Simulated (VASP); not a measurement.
# H2 in VASP: further runs

The runs below take H2 through relaxation of the atoms, with PBE, PBE+D3(BJ).

All numbers are computed with VASP 6.6.1; they aren't measurements. Logs are shortened: lines on timing, memory, paths and dates and some standing lists are left out, and cuts for length are marked.

## Step 1: Starting point

The cell holds a molecule in a box, 2 atoms: a = 10.000 Å, b = 10.500 Å, c = 11.000 Å, α = 90.00°, β = 90.00°, γ = 90.00°.

## Step 2: Relaxation of the atoms, PBE

The input, INCAR:

```
  ALGO = Fast
  EDIFF = 1E-7
  EDIFFG = -0.005
  ENCUT = 520
  GGA = PE
  IBRION = 2
  ISIF = 2
  ISMEAR = 0
  ISYM = 0
  LASPH = T
  LCHARG = F
  LREAL = F
  LWAVE = F
  NELM = 60
  NSW = 90
  PREC = Accurate
  SIGMA = 0.02
```

The input, KPOINTS:

```
k-points
0
Gamma
  1 1 1
```

The input, POSCAR:

```
H
1.0
   10.0000000000      0.0000000000      0.0000000000
    0.0000000000     10.5000000000      0.0000000000
    0.0000000000      0.0000000000     11.0000000000
H
2
Direct
    0.5000000000      0.5000000000      0.4663636400
    0.5000000000      0.5000000000      0.5336363600
```

Potentials or basis: VASP PAW PBE potentials, release 64 (H).

Run with:

```console
$ cat potpaw_PBE.64/H/POTCAR > POTCAR
$ mpirun -np 1 vasp_std > vasp.out
```

OUTCAR:

```text
EDIFF = 1E-7
   EDIFFG = -0.005
   ENCUT = 520
   GGA = PE
   IBRION = 2
   ISIF = 2
   ISMEAR = 0
   ISYM = 0
   LASPH = T
   LREAL = F
   NELM = 60
   NSW = 90
   PREC = Accurate

 ion  position               nearest neighbor table
   1  0.500  0.500  0.466-   2 0.74
   2  0.500  0.500  0.534-   1 0.74

IMPORTANT INFORMATION: All symmetrisations will be switched off!
NOSYMM: (Re-)initialisation of all symmetry stuff for point group C_1.

----------------------------------------------------------------------------------------

                                     Primitive cell

  volume of cell :    1155.0000

  direct lattice vectors                    reciprocal lattice vectors
    10.000000000  0.000000000  0.000000000     0.100000000  0.000000000  0.000000000
     0.000000000 10.500000000  0.000000000     0.000000000  0.095238095  0.000000000
     0.000000000  0.000000000 11.000000000     0.000000000  0.000000000  0.090909091

  length of vectors
    10.000000000 10.500000000 11.000000000     0.100000000  0.095238095  0.090909091

  position of ions in fractional coordinates (direct lattice)
     0.500000000  0.500000000  0.466363640
     0.500000000  0.500000000  0.533636360

  ion indices of the primitive-cell ions
   primitive index   ion index
                 1           1
                 2           2

----------------------------------------------------------------------------------------

 KPOINTS: k-points

Automatic generation of k-mesh.
 Grid dimensions read from file:
 generate k-points for:    1    1    1

 Generating k-lattice:

  Cartesian coordinates                     Fractional coordinates (reciprocal lattice)
     0.100000000  0.000000000  0.000000000     1.000000000  0.000000000  0.000000000
     0.000000000  0.095238095  0.000000000     0.000000000  1.000000000  0.000000000
     0.000000000  0.000000000  0.090909091     0.000000000  0.000000000  1.000000000

  Length of vectors
     0.100000000  0.095238095  0.090909091

  Shift w.r.t. Gamma in fractional coordinates (k-lattice)
     0.000000000  0.000000000  0.000000000

 Subroutine IBZKPT returns following result:
 ===========================================

 Found      1 irreducible k-points:

 Following reciprocal coordinates:
            Coordinates               Weight
  0.000000  0.000000  0.000000      1.000000
   k-points           NKPTS =      1   k-points in BZ     NKDIM =      1   number of bands    NBANDS=      5
   number of dos      NEDOS =    301   number of ions     NIONS =      2
   total plane-waves  NPLWV = 537600
   dimension x,y,z NGX =    80 NGY =   80 NGZ =   84
   dimension x,y,z NGXF=   160 NGYF=  160 NGZF=  168
   ions per type =               2
   NGX,Y,Z   is equivalent  to a cutoff of  13.30, 12.67, 12.70 a.u.
   NGXF,Y,Z  is equivalent  to a cutoff of  26.60, 25.33, 25.39 a.u.
 SYSTEM =  unknown system
   PREC   = accura    normal or accurate (medium, high low for compatibility)
   ISTART =      0    job   : 0-new  1-cont  2-samecut
   ICHARG =      2    charge: 1-file 2-atom 10-const
   ISPIN  =      1    spin polarized calculation?
   LNONCOLLINEAR =      F non collinear calculations
   LSORBIT =      F    spin-orbit coupling
   LASPH  =      T    aspherical Exc in radial PAW
   ENCUT  =  520.0 eV  38.22 Ry    6.18 a.u.  18.59 19.52 20.45*2*pi/ulx,y,z
   NELM   =     60;   NELMIN=  2; NELMDL= -5     # of ELM steps
   EDIFF  = 0.1E-06   stopping-criterion for ELM
   LREAL  =      F    real-space projection
   EDIFFG = -.5E-02   stopping-criterion for IOM
   NSW    =     90    number of steps for IOM
   IBRION =      2    ionic relax: 0-MD 1-quasi-New 2-CG
   NFREE  =      1    steps in history (QN), initial steepest desc. (CG)
   ISIF   =      2    stress and relaxation
   ISYM   =      0    0-nonsym 1-usesym 2-fastsym
   POTIM  = 0.5000    time-step for ionic-motion
   TEBEG  =    0.0;   TEEND  =   0.0 temperature during run
   PSTRESS=    0.0 pullay stress
   NELECT =       2.0000    total number of electrons
   NUPDOWN=      -1.0000    fix difference up-down
   EMIN   =  10.00;   EMAX   =-10.00  energy-range for DOS
   EFERMI =   0.00;   METHOD = LEGACY
   ISMEAR =     0;   SIGMA  =   0.02  broadening in eV -4-tet -1-fermi 0-gaus
   EFERMI_NEDOS =   21; number of points for ismear=-14 and -15
   IALGO  =     68    algorithm
   IMIX   =      4    mixing-type and parameters
     AMIX     =   0.40;   BMIX     =  1.00
     AMIX_MAG =   1.60;   BMIX_MAG =  1.00
  volume/ion in A,a.u.               =     577.50      3897.16
  Fermi-wavevector in a.u.,A,eV,Ry     =   0.196588  0.371498  0.525823  0.038647
  Thomas-Fermi vector in A             =   0.945437
   LORBIT       =      0    0 simple, 1 ext, 2 COOP (PROOUT), +10 PAW based schemes
   GGA     = PE    functional components
   LHFCALC =     F    Hartree Fock is set to
   AEXX    =    0.0000 exact exchange contribution
   IVDW    =     0    specifies the selected vdW correction
   LEPSILON=     F    determine dielectric tensor
   LRPA    =     F    only Hartree local field effects (RPA)
 conjugate gradient relaxation of ions
 non-spin polarized calculation
 RMM-DIIS sequential band-by-band and
 Gauss-broadening in eV      SIGMA  =   0.02
  energy-cutoff  :      520.00
  volume of cell :     1155.00
 maximum number of plane-waves:     31095
 NGX is ok and might be reduce to    80
   NGX = 37   NGY = 39   NGZ = 41

--------------------------------------- Ionic step        1  -------------------------------------------

 number of electron       2.0000000 magnetization

 Free energy of the ion-electron system (eV)
  ---------------------------------------------------
  ext. energy  EPLUGINS =         0.00000000
  ---------------------------------------------------
  free energy    TOTEN  =        -6.77062831 eV

  energy without entropy =       -6.77062831  energy(sigma->0) =       -6.77062831

------------------------ aborting loop because EDIFF is reached ----------------------------------------

  FORCE on cell =-STRESS in cart. coord.  units (eV):
  Direction    XX          YY          ZZ          XY          YZ          ZX
  --------------------------------------------------------------------------------------
  -------------------------------------------------------------------------------------
  Total       -0.0277832     -0.0275700      0.2253959     -0.0000000     -0.0000000     -0.0000000
  in kB       -0.0385400     -0.0382441      0.3126617     -0.0000000     -0.0000000     -0.0000000
  external PRESSURE =       0.0786259 kB  Pullay stress =       0.0000000 kB

 VOLUME and BASIS-vectors are now :
 -----------------------------------------------------------------------------
  energy-cutoff  :      520.00
  volume of cell :     1155.00
      direct lattice vectors                 reciprocal lattice vectors
    10.000000000  0.000000000  0.000000000     0.100000000  0.000000000  0.000000000
     0.000000000 10.500000000  0.000000000     0.000000000  0.095238095  0.000000000
     0.000000000  0.000000000 11.000000000     0.000000000  0.000000000  0.090909091

 POSITION                                       TOTAL-FORCE (eV/Angst)
 -----------------------------------------------------------------------------------
      5.00000      5.25000      5.13000        -0.000000     -0.000000     -0.353156
      5.00000      5.25000      5.87000         0.000000      0.000000      0.353156
 -----------------------------------------------------------------------------------
    total drift:                               -0.000000      0.000000     -0.000000

  FREE ENERGIE OF THE ION-ELECTRON SYSTEM (eV)
  ---------------------------------------------------
  free  energy   TOTEN  =        -6.7706283086 eV

  energy  without entropy=       -6.7706283086  energy(sigma->0) =       -6.77062831

--------------------------------------- Ionic step        2  -------------------------------------------

 number of electron       2.0000000 magnetization

------------------------ aborting loop because EDIFF is reached ----------------------------------------

  FORCE on cell =-STRESS in cart. coord.  units (eV):
  Direction    XX          YY          ZZ          XY          YZ          ZX
  --------------------------------------------------------------------------------------
  -------------------------------------------------------------------------------------
  Total       -0.0269540     -0.0268015     -0.6292891      0.0000000     -0.0000000     -0.0000000
  in kB       -0.0373897     -0.0371782     -0.8729287      0.0000000     -0.0000000     -0.0000000
  external PRESSURE =      -0.3158322 kB  Pullay stress =       0.0000000 kB

 VOLUME and BASIS-vectors are now :
 -----------------------------------------------------------------------------
  energy-cutoff  :      520.00
  volume of cell :     1155.00
      direct lattice vectors                 reciprocal lattice vectors
    10.000000000  0.000000000  0.000000000     0.100000000  0.000000000  0.000000000
     0.000000000 10.500000000  0.000000000     0.000000000  0.095238095  0.000000000
     0.000000000  0.000000000 11.000000000     0.000000000  0.000000000  0.090909091

 POSITION                                       TOTAL-FORCE (eV/Angst)
 -----------------------------------------------------------------------------------
      5.00000      5.25000      5.11296         0.000000      0.000000      0.770894
      5.00000      5.25000      5.88704        -0.000000     -0.000000     -0.770894
 -----------------------------------------------------------------------------------
    total drift:                               -0.000000     -0.000000     -0.000000

  FREE ENERGIE OF THE ION-ELECTRON SYSTEM (eV)
  ---------------------------------------------------
  free  energy   TOTEN  =        -6.7628055043 eV

  energy  without entropy=       -6.7628055043  energy(sigma->0) =       -6.76280550

--------------------------------------- Ionic step        3  -------------------------------------------

 number of electron       2.0000000 magnetization

 Free energy of the ion-electron system (eV)
  ---------------------------------------------------
  ext. energy  EPLUGINS =         0.00000000
  ---------------------------------------------------
  free energy    TOTEN  =        -6.77236023 eV

  energy without entropy =       -6.77236023  energy(sigma->0) =       -6.77236023

 E-fermi : -10.2066     XC(G=0):  -0.3251

 val. band max:      -10.3096290518   @ k =   0.0000   0.0000   0.0000
 cond. band min:      -0.1456666157   @ k =   0.0000   0.0000   0.0000
 fundamental gap:     10.1639624361
 Fermi energy:       -10.2066336488

 k-point     1 :       0.0000    0.0000    0.0000
  band No.  band energies     occupation
      1     -10.3096      2.00000
      2      -0.1457      0.00000
      3       0.3151      0.00000
      4       0.8846      0.00000
      5       0.9775      0.00000

------------------------ aborting loop because EDIFF is reached ----------------------------------------

  FORCE on cell =-STRESS in cart. coord.  units (eV):
  Direction    XX          YY          ZZ          XY          YZ          ZX
  --------------------------------------------------------------------------------------
  -------------------------------------------------------------------------------------
  Total       -0.0275099     -0.0273164     -0.0352977      0.0000000     -0.0000000     -0.0000000
  in kB       -0.0381607     -0.0378924     -0.0489638      0.0000000     -0.0000000     -0.0000000
  external PRESSURE =      -0.0416723 kB  Pullay stress =       0.0000000 kB

 VOLUME and BASIS-vectors are now :
 -----------------------------------------------------------------------------
  energy-cutoff  :      520.00
  volume of cell :     1155.00
      direct lattice vectors                 reciprocal lattice vectors
    10.000000000  0.000000000  0.000000000     0.100000000  0.000000000  0.000000000
     0.000000000 10.500000000  0.000000000     0.000000000  0.095238095  0.000000000
     0.000000000  0.000000000 11.000000000     0.000000000  0.000000000  0.090909091

 POSITION                                       TOTAL-FORCE (eV/Angst)
 -----------------------------------------------------------------------------------
      5.00000      5.25000      5.12504        -0.000000      0.000000      0.000379
      5.00000      5.25000      5.87496         0.000000     -0.000000     -0.000379
 -----------------------------------------------------------------------------------
    total drift:                               -0.000000      0.000000     -0.000000

  FREE ENERGIE OF THE ION-ELECTRON SYSTEM (eV)
  ---------------------------------------------------
  free  energy   TOTEN  =        -6.7723602256 eV

  energy  without entropy=       -6.7723602256  energy(sigma->0) =       -6.77236023

 reached required accuracy - stopping structural energy minimisation
```

Run time: 86 s. Hardware: 1 thread of Intel Xeon 6975P-C (Granite Rapids), shared host; peak memory 0.96 GiB.

Results:

```
Free energy                     : -6.7724 eV
Energy gained by relaxing       : 0.9 meV/atom
Ionic steps                     : 3
Gap between the frontier levels : 10.16 eV
```

Step by step:
```csv
step,energy change (eV),largest force (eV/Å),pressure (GPa)
1,0.0000,0.3532,0.01
2,0.0078,0.7709,-0.03
3,-0.0017,0.0004,0.00
```

Final structure:
```cif
data_structure
_symmetry_space_group_name_H-M 'P 1'
_symmetry_Int_Tables_number 1
_cell_length_a 10.0000
_cell_length_b 10.5000
_cell_length_c 11.0000
_cell_angle_alpha 90.000
_cell_angle_beta 90.000
_cell_angle_gamma 90.000
_cell_volume 1155.00
loop_
_atom_site_label
_atom_site_type_symbol
_atom_site_fract_x
_atom_site_fract_y
_atom_site_fract_z
_atom_site_occupancy
H1 H 0.50000 0.50000 0.46591 1
H2 H 0.50000 0.50000 0.53409 1
```

(Continued in part 2 of 2.)
